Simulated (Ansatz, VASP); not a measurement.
# HC2 in two plane-wave programs

One calculation is typed for both programs; each brings its own data sets. How far apart do they land? The structure shown is frame 100 of Ansatz's trajectory.

Main program and level: Ansatz 0.2.0; plane waves, with VASP 6.6.1 beside it; single point at PBEsol.

### 1. Starting point

The cell holds 96 atoms: 64 C and 32 H. Cell: a = 10.089 Å, b = 10.089 Å, c = 16.754 Å, α = 90.0°, β = 90.0°, γ = 120.0°. It derives from C (diamond-structure). As first built, before any earlier steps moved the atoms (in the runner's words): diamond-structure C (a = 3.567 A), (111) slab of 4 atomic planes, 4 x 4 surface cells, H on the broken bonds of both faces; displaced by a Gaussian of 0.02 A. Vacuum lies along c.

### 2. Ansatz: dynamics, PBEsol

Ansatz runs on its PAW soft_1 files.

One frame of this run of dynamics is then solved in both programs, so the motion causes no difference.

input.yaml

```yaml
crystal:
  lattice:
    - [10.08899955396966, 0.0, 0.0]
    - [-5.044499776984834, 8.737329912507597, 0.0]
    - [0.0, 0.0, 16.754260512749244]
  atoms:
    - { symbol: C, position: [0.3337481510269622, 0.916914973717511, 0.4538897664285821] }
    - { symbol: C, position: [0.2504556413189842, 0.00030374801440757177, 0.42524557718070216] }
    - { symbol: C, position: [0.16711267212784167, 0.8336123045314751, 0.5751955371438926] }
    - { symbol: C, position: [0.3337767343360479, 0.9169358057113661, 0.5465175092942411] }
    - { symbol: C, position: [0.33366709480343776, 0.6668988110298033, 0.4539344841940052] }
    - { symbol: C, position: [0.2503514104291149, 0.7502423715265889, 0.42522691629886594] }
    - { symbol: C, position: [0.1671075578641112, 0.5836225647876818, 0.5751926425853812] }
    - { symbol: C, position: [0.3337610543182993, 0.6669344027450298, 0.5465179272325856] }
    - { symbol: C, position: [0.5836828455072737, 0.916879663720103, 0.45387872651039557] }
    - { symbol: C, position: [0.5003790343001148, 1.000216609038978, 0.4251797428176023] }
    - { symbol: C, position: [0.41712084162480373, 0.8336242160022873, 0.5752290269501283] }
    - { symbol: C, position: [0.5837604731018973, 0.9169314773736131, 0.5465555114888118] }
    - { symbol: C, position: [0.33374959483533956, 0.4168917758878752, 0.45392307912428376] }
    - { symbol: C, position: [0.25033110813687587, 0.500193502053985, 0.42521875825783306] }
    - { symbol: C, position: [0.16710400812867893, 0.33368237599695655, 0.5751917874510298] }
    - { symbol: C, position: [0.3337641815675638, 0.4169359074866384, 0.5465144488459006] }
    - { symbol: C, position: [0.5837055478687476, 0.6668817806839332, 0.4539159054296994] }
    - { symbol: C, position: [0.5003050823753059, 0.7502209334095357, 0.4252076452422338] }
    - { symbol: C, position: [0.41710710400768924, 0.5835843952995915, 0.5751949827773782] }
    - { symbol: C, position: [0.5837324298551024, 0.6669127306585259, 0.5464787444354607] }
    - { symbol: C, position: [0.8337137897554632, 0.9168447357681438, 0.4538573662683863] }
    - { symbol: C, position: [0.7503426736140398, 0.00014296428125130584, 0.4251713629104444] }
    - { symbol: C, position: [0.66706236190423, 0.8335735475886755, 0.5751666343684131] }
    - { symbol: C, position: [0.8336968089784491, 0.9168870355820139, 0.5464797118403606] }
    - { symbol: C, position: [0.33373117699381377, 0.16694424426286722, 0.4539312832468965] }
    - { symbol: C, position: [0.2503951334121326, 0.25020752015694436, 0.4252563666892911] }
    - { symbol: C, position: [0.1670402989240429, 0.08355460840320268, 0.5752552859151175] }
    - { symbol: C, position: [0.3337221833194224, 0.1669190626035365, 0.5465752186484966] }
    - { symbol: C, position: [0.5837874547626517, 0.416910068797117, 0.4539396319129388] }
    - { symbol: C, position: [0.5004156674101807, 0.5002540253416966, 0.4252454037848069] }
[... 60 atom lines left out ...]
    - { symbol: H, position: [0.7503534184147642, 0.2502795562576413, 0.35872975936662566] }
    - { symbol: H, position: [0.6673374499014698, 0.08384966051045206, 0.6416368316126014] }
    - { symbol: H, position: [0.00033254231144725076, 0.50026920883728, 0.3587446870140558] }
    - { symbol: H, position: [0.9170594507770892, 0.3333199994217618, 0.6416124330936723] }
    - { symbol: H, position: [1.0004438271057337, 0.25009021119587693, 0.35874731159240164] }
    - { symbol: H, position: [0.9166596298323575, 0.08356259328220812, 0.6416063998060623] }
kpoints:
  mp_grid:
    grid: [1, 1, 1]
hamiltonian:
  xc: pbesol
  pseudopotentials:
    kind: paw
    xc_functional: pbe
    azcp:
      folder: "./paw"
scf:
  occupations:
    method: gaussian
    width: 0.025
md:
  timestep: 0.5
  n_steps: 300
  ensemble: nve
  temperature: 600.0
  initial_velocities: maxwell_boltzmann
  seed: 402
```

Started as:

```sh
$ python md.py
```

### 3. VASP: single point, PBEsol

The same cell, functional, mesh and smearing now go to VASP, with its own data sets.

Lines of VASP's logs that name or quote its potential files are left out, and so is its time.

INCAR

```
SYSTEM = HC2
PREC = Accurate
ENCUT = 520
EDIFF = 1E-06
NELM = 120
ISMEAR = 0
SIGMA = 0.025
LREAL = Auto
ALGO = Normal
GGA = PS
NBANDS = 216
LORBIT = 11
LWAVE = .FALSE.
LCHARG = .FALSE.
ISIF = 2
LASPH = .TRUE.
GGA_COMPAT = .FALSE.
EFERMI = MIDGAP
NCORE = 2
```

POSCAR

```
HC2
1.0
   10.0890000000      0.0000000000      0.0000000000
   -5.0445000000      8.7373300000      0.0000000000
    0.0000000000      0.0000000000     16.7542610000
C H
64 32
Direct
    0.3329152802      0.9215744398      0.4546365847
    0.2574805121      0.0086868643      0.4249247400
    0.1669929229      0.8334010504      0.5727140099
    0.3354254701      0.9159892095      0.5484395880
    0.3381528674      0.6669886567      0.4506017902
    0.2521967643      0.7485009723      0.4231818998
    0.1684696306      0.5857052441      0.5745762227
    0.3317241469      0.6686024220      0.5428887613
    0.5852082876      0.9162982284      0.4559198403
    0.4925068294      0.9967690358      0.4267212979
    0.4106291420      0.8312493634      0.5770651418
    0.5813947586      0.9107129981      0.5480516270
    0.3365547278      0.4174845176      0.4533652663
    0.2548107305      0.5030598592      0.4246203399
    0.1699979947      0.3323440914      0.5752566467
    0.3367490535      0.4203114681      0.5481411564
    0.5855881036      0.6703535291      0.4541173138
    0.5015011602      0.7488443266      0.4243935319
    0.4165237990      0.5855106766      0.5748567484
    0.5831467888      0.6683849643      0.5452821822
    0.8333667754      0.9157374164      0.4549290476
    0.7534122118      0.0058828040      0.4261065290
    0.6678790623      0.8297614946      0.5763250316
    0.8300209208      0.9171337239      0.5447151623
    0.3354260378      0.1725469909      0.4547798318
    0.2486478150      0.2596903173      0.4231580253
    0.1697962433      0.0848199622      0.5719918055
    0.3327217264      0.1676141338      0.5459327630
    0.5843736101      0.4150352568      0.4529773053
    0.5007800996      0.4969710426      0.4241010690
[... 60 atom lines left out ...]
    0.7373610178      0.2392378450      0.3586848743
    0.6690006742      0.0859644766      0.6486529009
    0.9976782318      0.4973487324      0.3581835093
    0.9064697332      0.3379865474      0.6433467880
    0.9936252485      0.2443423792      0.3600875025
    0.9226244951      0.0836868929      0.6431916036
```

KPOINTS

```
Automatic mesh
0
Gamma
1 1 1
0 0 0
```

The projector-augmented-wave data sets are C and H (PBE family, release 64).

Started as:

```sh
$ mpirun -np 8 vasp_gam
```

The program printed:

```text
[banner, memory and clock lines left out]
running    8 mpi-ranks, on    1 nodes
[...]
|                                                                             |
|               ----> ADVICE to this user running VASP <----                  |
|                                                                             |
|     You enforced a specific xc type in the INCAR file but a different       |
|     [... a line on the potential file left out ...]
|     I HOPE YOU KNOW WHAT YOU ARE DOING!                                     |
|                                                                             |

 LDA part: xc-table for (Slater+PW92), standard interpolation
 POSCAR, INCAR and KPOINTS ok, starting setup
[...]
entering main loop
       N       E                     dE             d eps       ncg     rms          rms(c)
DAV:   1     0.291085526799E+04    0.29109E+04   -0.13755E+05   432   0.119E+03
DAV:   2    -0.355472552798E+03   -0.32663E+04   -0.30722E+04   680   0.293E+02
DAV:   3    -0.752537021238E+03   -0.39706E+03   -0.39360E+03   544   0.110E+02
DAV:   4    -0.765853587213E+03   -0.13317E+02   -0.13274E+02   576   0.236E+01
[...]
DAV:  21    -0.723757661902E+03   -0.18352E-04   -0.73322E-07   360   0.970E-04    0.238E-04
DAV:  22    -0.723757663956E+03   -0.20544E-05   -0.67952E-08   384   0.451E-04    0.117E-04
DAV:  23    -0.723757664535E+03   -0.57876E-06   -0.36513E-08   352   0.274E-04
   1 F= -.72375766E+03 E0= -.72375766E+03  d E =0.000000E+00
```

Parts of OUTCAR (step 3):

```text
  FREE ENERGIE OF THE ION-ELECTRON SYSTEM (eV)
  ---------------------------------------------------
  free  energy   TOTEN  =      -723.7576645352 eV

  energy  without entropy=     -723.7576645352  energy(sigma->0) =     -723.75766454
```

### 4. Side by side

Known differences besides the potentials themselves: Ansatz makes its cores anew for this functional, VASP keeps those of its PBE data sets; Ansatz takes its cutoff from its data sets, VASP runs at 520 eV. Total energies have different zeros and are not compared.

Forces on 10 of the 96 atoms, those with the largest forces and the largest differences (eV/Å; atoms numbered as in POSCAR):

```tsv
atom	Ansatz x, y, z	VASP x, y, z
C26	1.997, -2.576, 0.877	1.999, -2.605, 0.873
C27	-0.089, -1.418, 2.614	-0.080, -1.430, 2.627
C31	1.653, -0.548, 2.520	1.654, -0.549, 2.533
C51	-0.640, 1.082, 2.767	-0.649, 1.089, 2.782
C55	-2.603, -1.338, 3.481	-2.628, -1.353, 3.481
C56	0.916, 2.596, -2.340	0.929, 2.623, -2.348
C64	-0.866, 4.111, -1.286	-0.881, 4.134, -1.289
H66	-0.367, -0.053, 0.515	-0.366, -0.054, 0.554
H73	0.065, -0.072, -0.728	0.065, -0.069, -0.768
H87	-0.061, -0.139, -0.483	-0.060, -0.138, -0.522
```

The forces differ by 15 meV/Å r.m.s., which is 1.4 % of the r.m.s. force of 1.059 eV/Å (both taken over all components). With vacuum in the cell, a pressure given here is an average over mostly empty space and none of the material.

### 5. Outcome

```json
{
  "r.m.s. force difference (single point, PBEsol)": "1.4 % of the r.m.s. force"
}
```

**Reading.** The r.m.s. force difference is 1.4 % of the r.m.s. force (single point, PBEsol), within the 3 % picked in this series as the mark of a large difference. 2 further runs of this series are not shown here. Such differences can come from data sets, numerical settings and the points named under the comparisons, not from the functional's error against experiment.

[Lines on the potential files, build, host, timing and source positions are cut from VASP's logs without a mark.]

[Logs are printed without paths, hosts, clocks, repeated set-up lines and the standing remarks that a program may print on its own settings, such as how far it seeks lower states.]

[Hosts, paths, dates, database ids (printed as entryN), source tags and the programs' standing remarks are cut or masked in the printed files.]
